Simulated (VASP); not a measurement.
# Pb (C2/m) in VASP: further runs, part 2 of 2

VASP 6.6.1. The steps go on from the part before.

## (4) Single point, LDA

The input, INCAR:

```
SYSTEM = Pb
ADDGRID = .False. ; ALGO = Normal
EDIFF = 1E-6 ; ENCUT = 340
GGA = CA ; ISIF = 2
ISMEAR = 1 ; LASPH = .True.
LCHARG = .False. ; LREAL = .False.
LWAVE = .False. ; NELM = 100
PREC = Accurate ; SIGMA = 0.2
```

The input, KPOINTS:

```
k-points
0
Gamma
  14 14 7
  0 0 0
```

The input, POSCAR:

```
Pb
1.0
    3.0386068135     -1.7503199600      0.0000000000
    3.0386068135      1.7503199600      0.0000000000
   -2.1154626375      0.0000000000      6.0952248674
Pb
2
Direct
    0.9085084100      0.9085084100      0.7262922000
    0.0914915900      0.0914915900      0.2737078000
```

Potentials or basis: VASP PAW LDA potentials, release 64 (Pb_d).

Command:

```sh
$ cat potpaw_LDA.64/Pb_d/POTCAR > POTCAR
$ mpirun -np 1 vasp_std > vasp.out
```

OUTCAR:

```text
SYSTEM = Pb
   EDIFF = 1E-6
   ENCUT = 340
   GGA = CA
   ISIF = 2
   ISMEAR = 1
   LASPH = .True.
   LREAL = .False.
   NELM = 100
   PREC = Accurate

 Found    372 irreducible k-points:

 Following reciprocal coordinates:
            Coordinates               Weight
  0.000000  0.000000  0.000000      1.000000
  0.071429 -0.000000 -0.000000      4.000000
  0.142857  0.000000 -0.000000      4.000000
  0.214286  0.000000 -0.000000      4.000000
  0.285714  0.000000  0.000000      4.000000
  0.357143  0.000000 -0.000000      4.000000
   k-points           NKPTS =    372   k-points in BZ     NKDIM =    372   number of bands    NBANDS=     18
   number of dos      NEDOS =    301   number of ions     NIONS =      2
   total plane-waves  NPLWV =  23040
   dimension x,y,z NGX =    24 NGY =   24 NGZ =   40
   dimension x,y,z NGXF=    48 NGYF=   48 NGZF=   80
   ions per type =               2
   NGX,Y,Z   is equivalent  to a cutoff of  11.38, 11.38, 10.31 a.u.
   NGXF,Y,Z  is equivalent  to a cutoff of  22.76, 22.76, 20.61 a.u.
 SYSTEM =  Pb
   PREC   = accura    normal or accurate (medium, high low for compatibility)
   ISTART =      0    job   : 0-new  1-cont  2-samecut
   ICHARG =      2    charge: 1-file 2-atom 10-const
   ISPIN  =      1    spin polarized calculation?
   LNONCOLLINEAR =      F non collinear calculations
   LSORBIT =      F    spin-orbit coupling
   LASPH  =      T    aspherical Exc in radial PAW
   ENCUT  =  340.0 eV  24.99 Ry    5.00 a.u.   5.27  5.27  9.70*2*pi/ulx,y,z
   NELM   =    100;   NELMIN=  2; NELMDL= -5     # of ELM steps
   EDIFF  = 0.1E-05   stopping-criterion for ELM
   LREAL  =      F    real-space projection
   EDIFFG = 0.1E-04   stopping-criterion for IOM
   NSW    =      0    number of steps for IOM
   IBRION =     -1    ionic relax: 0-MD 1-quasi-New 2-CG
   NFREE  =      0    steps in history (QN), initial steepest desc. (CG)
   ISIF   =      2    stress and relaxation
   ISYM   =      2    0-nonsym 1-usesym 2-fastsym
   POTIM  = 0.5000    time-step for ionic-motion
   TEBEG  =    0.0;   TEEND  =   0.0 temperature during run
   PSTRESS=    0.0 pullay stress
   NELECT =      28.0000    total number of electrons
   NUPDOWN=      -1.0000    fix difference up-down
   EMIN   =  10.00;   EMAX   =-10.00  energy-range for DOS
   EFERMI =   0.00;   METHOD = LEGACY
   ISMEAR =     1;   SIGMA  =   0.20  broadening in eV -4-tet -1-fermi 0-gaus
   EFERMI_NEDOS =   21; number of points for ismear=-14 and -15
   IALGO  =     38    algorithm
   IMIX   =      4    mixing-type and parameters
     AMIX     =   0.40;   BMIX     =  1.00
     AMIX_MAG =   1.60;   BMIX_MAG =  1.00
  volume/ion in A,a.u.               =      32.42       218.77
  Fermi-wavevector in a.u.,A,eV,Ry     =   1.237438  2.338420 20.833975  1.531254
  Thomas-Fermi vector in A             =   2.372006
   LORBIT       =      0    0 simple, 1 ext, 2 COOP (PROOUT), +10 PAW based schemes
   GGA     = CA    functional components
   LHFCALC =     F    Hartree Fock is set to
   AEXX    =    0.0000 exact exchange contribution
   IVDW    =     0    specifies the selected vdW correction
   LEPSILON=     F    determine dielectric tensor
   LRPA    =     F    only Hartree local field effects (RPA)
 non-spin polarized calculation
 Methfessel and Paxton  Order N= 1 SIGMA  =   0.20
  energy-cutoff  :      340.00
  volume of cell :       64.84
 maximum number of plane-waves:       935
 NGX is ok and might be reduce to    24
   NGX = 11   NGY = 11   NGZ = 19

 number of electron      28.0000016 magnetization

 Free energy of the ion-electron system (eV)
  ---------------------------------------------------
  ext. energy  EPLUGINS =         0.00000000
  ---------------------------------------------------
  free energy    TOTEN  =        -8.32019891 eV

  energy without entropy =       -8.32097699  energy(sigma->0) =       -8.32045827

 E-fermi :   6.2603     XC(G=0): -10.0940

 val. band max:        6.2559677804   @ k =  -0.4286   0.5000   0.4286
 cond. band min:       6.2615550577   @ k =   0.1429   0.0000   0.4286
 fundamental gap:      0.0055872773
 Fermi energy:         6.2602950992

 k-point     1 :       0.0000    0.0000    0.0000
  band No.  band energies     occupation
      1     -10.8194      2.00000
      2     -10.7091      2.00000
      3     -10.7084      2.00000
      4     -10.7054      2.00000
      5     -10.7053      2.00000
      6     -10.6825      2.00000
[... 10 lines left out ...]
     17      12.6931      0.00000
     18      12.8066      0.00000

 k-point     2 :       0.0714   -0.0000   -0.0000
  band No.  band energies     occupation
      1     -10.8150      2.00000
      2     -10.7146      2.00000
      3     -10.7088      2.00000
      4     -10.6981      2.00000
      5     -10.6954      2.00000
      6     -10.6684      2.00000
[... 10 lines left out ...]
     17      12.6703      0.00000
     18      12.7894      0.00000

 k-point     3 :       0.1429    0.0000   -0.0000
  band No.  band energies     occupation
      1     -10.8031      2.00000
      2     -10.7300      2.00000
      3     -10.7173      2.00000
      4     -10.6694      2.00000
      5     -10.6639      2.00000
      6     -10.6420      2.00000
[... 10 lines left out ...]
     17      12.4143      0.00000
     18      12.6642      0.00000

 k-point     4 :       0.2143    0.0000   -0.0000
  band No.  band energies     occupation
      1     -10.7925      2.00000
      2     -10.7473      2.00000
      3     -10.7287      2.00000
      4     -10.6579      2.00000
      5     -10.6367      2.00000
      6     -10.6187      2.00000
[... 10 lines left out ...]
     17      11.8019      0.00000
     18      12.6113      0.00000

 k-point     5 :       0.2857    0.0000    0.0000
  band No.  band energies     occupation
      1     -10.7973      2.00000
      2     -10.7606      2.00000
      3     -10.7363      2.00000
      4     -10.6956      2.00000
      5     -10.6261      2.00000
      6     -10.5708      2.00000
[... 10 lines left out ...]
     17      11.1814      0.00000
     18      12.3004      0.00000

 k-point     6 :       0.3571    0.0000   -0.0000
  band No.  band energies     occupation
      1     -10.8136      2.00000
      2     -10.7737      2.00000
      3     -10.7463      2.00000
      4     -10.7200      2.00000
      5     -10.6296      2.00000
      6     -10.5404      2.00000
[... 10 lines left out ...]
     17      10.6773      0.00000
     18      11.3513      0.00000

 [... further k-points ...]

------------------------ aborting loop because EDIFF is reached ----------------------------------------

  FORCE on cell =-STRESS in cart. coord.  units (eV):
  Direction    XX          YY          ZZ          XY          YZ          ZX
  --------------------------------------------------------------------------------------
  -------------------------------------------------------------------------------------
  Total       -1.5722723     -1.6009339     -1.1837865      0.0000000      0.0000000      0.0139131
  in kB      -38.8531888    -39.5614602    -29.2531267      0.0000000      0.0000000      0.3438131
  external PRESSURE =     -35.8892586 kB  Pullay stress =       0.0000000 kB

 VOLUME and BASIS-vectors are now :
 -----------------------------------------------------------------------------
  energy-cutoff  :      340.00
  volume of cell :       64.84
      direct lattice vectors                 reciprocal lattice vectors
     3.038606813 -1.750319960  0.000000000     0.164549095 -0.285662057  0.057109864
     3.038606813  1.750319960  0.000000000     0.164549095  0.285662057  0.057109864
    -2.115462637  0.000000000  6.095224867     0.000000000  0.000000000  0.164062856

 POSITION                                       TOTAL-FORCE (eV/Angst)
 -----------------------------------------------------------------------------------
      3.98476      0.00000      4.42691         0.015978      0.000000     -0.079805
     -0.02300      0.00000      1.66831        -0.015978      0.000000      0.079805
 -----------------------------------------------------------------------------------
    total drift:                                0.000000      0.000000     -0.000000

  FREE ENERGIE OF THE ION-ELECTRON SYSTEM (eV)
  ---------------------------------------------------
  free  energy   TOTEN  =        -8.3201989052 eV

  energy  without entropy=       -8.3209769940  energy(sigma->0) =       -8.32045827
```

It took 50 s on 1 thread of Intel Xeon 6975P-C (Granite Rapids), shared host; peak memory 0.28 GiB.

These settings aren't checked as converged: the numbers below hold their error.

What came out:

- Free energy: -8.3202 eV
- Pressure: -3.6 GPa
- Largest force: 0.081 eV/Å
- Band gap on the k mesh: none (metal or under the smearing width)

## (5) For comparison

An earlier run on the cell as given: functional PBE; potentials or basis VASP PAW PBE potentials, release 64 (Pb_d); cutoff 520 eV; k mesh 9 × 9 × 5; occupations fermi-dirac, width 0.05 eV; no spin polarisation.

- Pressure: 0.7 GPa
- Largest force: 0.079 eV/Å
- Band gap on the k mesh: none (metal or under the smearing width)
